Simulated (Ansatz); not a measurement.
# Au in Ansatz: the effect of functional

Au:

```
Au
1.0
     1.42066   -2.57286    0.00000
     1.42066    2.57286    0.00000
     0.00000    0.00000    4.92558
Au
2
Direct
  0.33467 0.66533 0.25000
  0.66533 0.33467 0.75000
```

This isn't the form of Au at room conditions, which is fcc.

The cell isn't the ideal one: volume scaled by 1.02.

Alike in all runs:

* Program: Ansatz 0.2.0
* Task: single point
* Potentials or basis: Ansatz PAW
* k mesh: 11 × 11 × 6
* Occupations: fermi-dirac, width 0.05 eV
* Spin: no spin polarisation

```csv
functional,cutoff,pressure (GPa)
LDA,420 eV (not typed: the program's choice for these potentials),?
PBEsol,420 eV (not typed: the program's choice for these potentials),-7.9
r2SCAN,500 eV (not typed: the program's choice for these potentials),-3.2
```

Question: What does the run with functional LDA give?

Answer: Pressure -12.1 GPa.

Caveats: the PAW data sets come from PBE, with cores solved anew for the run's functional, which leaves a small shift of forces and pressure.

Runs at the PBE level aren't shown here.
